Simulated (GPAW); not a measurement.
# BN in GPAW: the effect of functional

BN:

```xyz
2
Lattice="0.0000 1.8130 1.8130 1.8130 0.0000 1.8130 1.8130 1.8130 0.0000" Properties=species:S:1:pos:R:3 pbc="T T T"
N     0.9065    0.9065    0.9065
B     0.0000    0.0000    0.0000
```

The cell is a database's computed one.

Alike in all runs:

- Program: GPAW 26.7.0
- Task: dielectric tensor
- Cutoff: 600 eV
- Basis: pw
- k mesh: 10 × 10 × 10
- Occupations: fermi-dirac, width 0.001 eV
- Spin: no spin polarisation

```tsv
functional	potentials or basis	dielectric constant (mean)
LDA	the program's PAW data sets (release 1.2.1) made for this functional	4.57
AM05	PAW data sets generated in the run's folder for this functional	4.58
PBEsol	PAW data sets generated in the run's folder for this functional	4.59
PBE	GPAW PAW data sets (gpaw-data 1.2.1)	4.52
RPBE	the program's PAW data sets (release 1.2.1) made for this functional	4.50
GLLB-SC	the program's PAW data sets (release 1.2.1) made for this functional	?
```

Task: What does the run with functional GLLB-SC give?

Result: Dielectric constant 4.24 mean.

Caveats: the long-wavelength limit can be off by a per cent or two; a model potential gives levels but no total energy (some runs); response on these states lacks terms of the Hamiltonian (some runs).
